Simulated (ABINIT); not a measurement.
# Ag (Fm-3m) in ABINIT: notebook, part 2 of 2

ABINIT 10.8.3 (patched build). The steps go on from the part before.

### Step 4. Equation of state, BLYP+D3(BJ)

Contents of run.abi:

```
ndtset 7
getwfk -1
scalecart1 3*0.9795861087
scalecart2 3*0.9864848297
scalecart3 3*0.9932883884
scalecart4 3*1.0000000000
scalecart5 3*1.0066227096
scalecart6 3*1.0131594038
scalecart7 3*1.0196128224

pp_dirpath "./"
pseudos "Ag.GGA_PBE-JTH.xml"

acell 3*1.0
rprim
     0.0000000000     3.8602380411     3.8602380411
     3.8602380411     0.0000000000     3.8602380411
     3.8602380411     3.8602380411     0.0000000000
ntypat 1
znucl 47
natom 1
typat 1
xred
     0.0000000000     0.0000000000     0.0000000000

ecut 17.0
pawecutdg 34.0

kptopt 1
ngkpt 11 11 11
nshiftk 1
shiftk 0.0 0.0 0.0

ixc -106131
vdw_xc 7

nband 10
occopt 3
tsmear 0.05 eV

nstep 100
tolvrs 1.0e-9

iomode 3
prtwf 1
prtden 0
prteig 0
prtebands 0
enunit 1
```

Potentials or basis: JTH PAW PBE v2.0.

Started as:

```bash
> abinit run.abi > log 2>&1
```

run.abo:

```text
.Version 10.8.3 of ABINIT
 DATASET    1 : space group Fm -3 m (#225); Bravais cF (face-center cubic)
================================================================================
 Values of the parameters that define the memory need for DATASET  1.
     intxc =       0    ionmov =       0      iscf =      17    lmnmax =      18
     lnmax =       6     mgfft =      20  mpssoang =       3    mqgrid =    3001
     natom =       1  nloc_mem =       2    nspden =       1   nspinor =       1
    nsppol =       1      nsym =      48    n1xccc =       1    ntypat =       1
    occopt =       3   xclevel =       2
       mpw =         375          nfft =        8000          nkpt =          56
 PAW method is used; the additional fine FFT grid is defined by:
   mgfftf=        30    nfftf =     27000
================================================================================
================================================================================
[... 71 lines left out ...]
 DATASET    7 : space group Fm -3 m (#225); Bravais cF (face-center cubic)
================================================================================
 Values of the parameters that define the memory need for DATASET  7.
     intxc =       0    ionmov =       0      iscf =      17    lmnmax =      18
     lnmax =       6     mgfft =      24  mpssoang =       3    mqgrid =    3001
     natom =       1  nloc_mem =       2    nspden =       1   nspinor =       1
    nsppol =       1      nsym =      48    n1xccc =       1    ntypat =       1
    occopt =       3   xclevel =       2
       mpw =         420          nfft =       13824          nkpt =          56
 PAW method is used; the additional fine FFT grid is defined by:
[... 1309 lines left out ...]

 -outvars: echo values of variables after computation  --------
            acell      1.0000000000E+00  1.0000000000E+00  1.0000000000E+00 Bohr
           etotal1    -3.8176410021E+01
           etotal2    -3.8176822024E+01
           etotal3    -3.8177021470E+01
           etotal4    -3.8177035128E+01
           etotal5    -3.8176889349E+01
           etotal6    -3.8176600427E+01
           etotal7    -3.8176192101E+01
            fcart1    -0.0000000000E+00 -0.0000000000E+00 -0.0000000000E+00
            fcart2    -0.0000000000E+00 -0.0000000000E+00 -0.0000000000E+00
            fcart3    -0.0000000000E+00 -0.0000000000E+00 -0.0000000000E+00
            fcart4    -0.0000000000E+00 -0.0000000000E+00 -0.0000000000E+00
            fcart5    -0.0000000000E+00 -0.0000000000E+00 -0.0000000000E+00
            fcart6    -0.0000000000E+00 -0.0000000000E+00 -0.0000000000E+00
            fcart7    -0.0000000000E+00 -0.0000000000E+00 -0.0000000000E+00
            rprim1     0.0000000000E+00  3.7814355613E+00  3.7814355613E+00
                       3.7814355613E+00  0.0000000000E+00  3.7814355613E+00
                       3.7814355613E+00  3.7814355613E+00  0.0000000000E+00
[... 17 lines left out ...]
                       3.9359482042E+00  3.9359482042E+00  0.0000000000E+00
           strten1    -2.2659394377E-04 -2.2659394377E-04 -2.2659394377E-04
                       0.0000000000E+00  0.0000000000E+00  0.0000000000E+00
           strten2    -1.2652045797E-04 -1.2652045797E-04 -1.2652045797E-04
                       0.0000000000E+00  0.0000000000E+00  0.0000000000E+00
           strten3    -3.9989544241E-05 -3.9989544241E-05 -3.9989544241E-05
                       0.0000000000E+00  0.0000000000E+00  0.0000000000E+00
           strten4     3.5073540247E-05  3.5073540247E-05  3.5073540247E-05
                       0.0000000000E+00  0.0000000000E+00  0.0000000000E+00
           strten5     9.9892617462E-05  9.9892617462E-05  9.9892617462E-05
                       0.0000000000E+00  0.0000000000E+00  0.0000000000E+00
           strten6     1.5633715560E-04  1.5633715560E-04  1.5633715560E-04
                       0.0000000000E+00  0.0000000000E+00  0.0000000000E+00
           strten7     2.0588160910E-04  2.0588160910E-04  2.0588160910E-04
                       0.0000000000E+00  0.0000000000E+00  0.0000000000E+00
 Calculation completed.
```

Wall time 41 s (1 thread of Arm Neoverse V1, shared host); peak memory 0.13 GiB.

Results:

```yaml
Equilibrium_volume: 16.90 Å³/atom
Bulk_modulus: 108 GPa
Pressure_derivative_of_the_bulk_modulus: 5.9
```

Energy against volume, from the lowest point:
| volume (Å³/atom) | energy (meV/atom) |
| --- | --- |
| 16.025 | 17.01 |
| 16.366 | 5.80 |
| 16.707 | 0.37 |
| 17.048 | 0.00 |
| 17.389 | 3.97 |
| 17.730 | 11.83 |
| 18.071 | 22.94 |

Caveat: pressures at fixed basis lie under the slope of the energies; the PAW data sets were made with another functional, which shifts forces and pressure a little.

### Step 5. Band structure, HLE16

Contents of run.abi:

```
# Datasets: ground state, then fixed potential
ndtset 2

# Pseudopotentials
pp_dirpath "./"
pseudos "Ag.GGA_PBE-JTH.xml"

# Structure
acell 2.8888847545 2.8888847545 2.8888847545 Angstrom
rprim
     0.0000000000     0.7071067812     0.7071067812
     0.7071067812     0.0000000000     0.7071067812
     0.7071067812     0.7071067812     0.0000000000
ntypat 1
znucl 47
natom 1
typat 1
xred
     0.0000000000     0.0000000000     0.0000000000

# Plane-wave basis
ecut 17.0
pawecutdg 34.0

# Exchange and correlation
ixc -545

# Bands and occupations
occopt 3
tsmear 0.05 eV

# SCF cycle
nstep 100

# Output
iomode 3
prtwf 0
prteig 0
prtebands 0
prtden1 1

# Dataset 1
kptopt1 1
ngkpt1 11 11 11
nshiftk1 1
shiftk1 0.0 0.0 0.0
nband1 10
tolvrs1 1.0e-9

# Dataset 2: bands along G-X-W-K-G-L-U-W-L-K
iscf2 -2
getden2 1
nband2 14
nbdbuf2 2
tolwfr2 1.0e-12
kptopt2 -9
ndivsm2 6
prteig2 1
prtvol2 -3
kptbounds2
     0.0000000000     0.0000000000     0.0000000000
     0.5000000000     0.0000000000     0.5000000000
     0.5000000000     0.2500000000     0.7500000000
     0.3750000000     0.3750000000     0.7500000000
     0.0000000000     0.0000000000     0.0000000000
     0.5000000000     0.5000000000     0.5000000000
     0.6250000000     0.2500000000     0.6250000000
     0.5000000000     0.2500000000     0.7500000000
     0.5000000000     0.5000000000     0.5000000000
     0.3750000000     0.3750000000     0.7500000000
```

Started as:

```bash
> abinit run.abi > log 2>&1
```

It took 21 s on 1 thread of Arm Neoverse V1, shared host; peak memory 0.12 GiB.

Results (log left out):

* Free energy: -1110.5998 eV
* Pressure: -4.7 GPa
* Band gap on the k mesh: none (metal or under the smearing width)
* Valence electrons inside the program's atomic spheres: Ag 10.04 (radii [1.331] Å)

Levels at the corners of the path, in eV from the Fermi level:
```
point  band 1  band 2  band 3  band 4  band 5  band 6  band 7  band 8  band 9  band 10
    Γ   -7.39   -6.54   -6.54   -6.54   -5.74   -5.74   17.12   20.49   20.49    20.49
    X   -7.70   -7.69   -5.13   -4.94   -4.94    1.94    6.18   11.16   11.16    16.48
    W   -7.11   -6.64   -6.64   -5.68   -4.93    5.83    5.83    7.11    7.65    23.52
    K   -7.41   -7.01   -5.82   -5.53   -5.15    4.18    5.20    6.73   13.08    16.64
    Γ   -7.39   -6.54   -6.54   -6.54   -5.74   -5.74   17.12   20.49   20.49    20.49
    L   -7.55   -6.55   -6.55   -5.10   -5.10   -0.11    2.99   16.13   18.50    18.50
    U   -7.41   -7.01   -5.82   -5.53   -5.15    4.18    5.20    6.73   13.08    16.64
    W   -7.11   -6.64   -6.64   -5.68   -4.93    5.83    5.83    7.11    7.65    23.52
    L   -7.55   -6.55   -6.55   -5.10   -5.10   -0.11    2.99   16.13   18.50    18.50
    K   -7.41   -7.01   -5.82   -5.53   -5.15    4.18    5.20    6.73   13.08    16.64
```

Caveat: the potentials were made for a functional far from this one; the potentials were made for another functional, which shifts forces and pressure.

### Step 6. Summary

```csv
task,level,potentials or basis,spin,cutoff (eV),fine-grid cutoff,gap on the mesh (eV),pressure (GPa)
band structure,BLYP,PseudoDojo NC SR PBE v0.4.1 standard,off,1116,-,none,11.8
band structure,PBE,JTH PAW PBE v2.0,"SOC, no magnetisation",463,925.187 eV,none,4.4
equation of state,BLYP+D3(BJ),JTH PAW PBE v2.0,off,463,925.187 eV,-,-
band structure,HLE16,JTH PAW PBE v2.0,off,463,925.187 eV,none,-4.7
```

Alike in all rows: cell as given; k mesh 11 × 11 × 11; smearing fermi-dirac 0.05 eV.

Caveats: the potentials were made for another functional, which shifts forces and pressure (some runs); pressures at fixed basis lie under the slope of the energies (some runs); the PAW data sets were made with another functional, which shifts forces and pressure a little (some runs); the potentials were made for a functional far from this one (some runs).

Absolute energies hang on the potentials; compare differences alone.
